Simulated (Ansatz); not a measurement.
# W: further runs on the relaxed cell

One table from this session's results is given with a row withheld; the runs are named, their logs left out.

Computed with Ansatz 0.2.0 (DFT PBEsol, scalar-relativistic, plane waves, PAW, unless a step's input says otherwise).

1 further run of the same task is left out (set aside as unsound or not needed).

## The structure to begin with

The structure is cubic, space group Im-3m (No. 229). Conventional cell: a = 3.154 Å, b = 3.154 Å, c = 3.154 Å, α = 90.00°, β = 90.00°, γ = 90.00°. W (site symmetry m-3m) is surrounded by 8 W at 2.73 Å.

As a file:

```
W
1.0
    -1.57717    1.57717    1.57717
     1.57717   -1.57717    1.57717
     1.57717    1.57717   -1.57717
W
1
Direct
  0.00000 0.00000 0.00000
```

This cell was relaxed beforehand with the same method: volume 15.69 Å³/atom, gap on the mesh none (metal).

Set-up of the first run:

File input.yaml:

```yaml
crystal:
  lattice:
    - [-1.5771737555, 1.5771737555, 1.5771737555]
    - [1.5771737555, -1.5771737555, 1.5771737555]
    - [1.5771737555, 1.5771737555, -1.5771737555]
  atoms:
    - { symbol: W, position: [0.0, 0.0, 0.0] }
basis:
  ecutwfc: 420
kpoints:
  mp_grid: { grid: [18, 18, 18] }
  band_path:
    path:
      - [[0.0, 0.0, 0.0], [0.5, -0.5, 0.5], [0.0, 0.0, 0.5], [0.0, 0.0, 0.0], [0.25, 0.25, 0.25], [0.5, -0.5, 0.5]]
      - [[0.25, 0.25, 0.25], [0.0, 0.0, 0.5]]
    npoints: 14
hamiltonian:
  xc: pbesol
scf:
  occupations: { method: gaussian, width: 0.1 }
  n_extra_bands: 6
output:
  forces: true
  stress: true
  eigenvalues: true
  populations: true
  dos: { projected: true, de: 0.02, nscf_kmesh: { grid: [27, 27, 27] } }
  bader: true
```

The run is started by

```
$ ansatz run input.yaml --threads 1 --pin off --max-ram 2560MiB --backend cpu --events-out ev --progress --plain --runs-dir out
```

Among the steps run: Static run: bands, density of states and charges; Back to the database's cell; Point at V/V0 = 0.97; The cell scaled to 1.03 of its volume; Volume × 0.94; The cell scaled to 1.06 of its volume; Volume × 0.91; Volume × 1.10; Point at V/V0 = 0.88.

One table of the session follows, with a row left open; its other results are not shown here.

It belongs to the step «Fit of the equation of state». 

```
volume (Å³/atom)  energy above the lowest point (meV/atom)  pressure (GPa)
          13.810                                     284.2           53.57
          14.280                                     151.7           37.06
          14.751                                      64.1           22.86
          15.222                                      15.2           10.60
          15.693                                       0.0            0.00
          16.164                                         ?               ?
          16.634                                      52.1          -16.78
          17.262                                     135.3          -25.29
```

**Question.** Estimate the row for volume (Å³/atom) = 16.164.

Worked estimate for «energy above the lowest point (meV/atom)». A straight line through the neighbours (15.693, 0.0) and (16.634, 52.1) gives 0.0 + (52.1 − 0.0) × (16.164 − 15.693) / (16.634 − 15.693) = 26.1; a parabola fitted to 4 rows on both sides gives 14.2.

**Answer.** energy above the lowest point (meV/atom): 13.7; pressure (GPa): -9.06. In «energy above the lowest point (meV/atom)» the line misses by +12.4 and the parabola by +0.5.
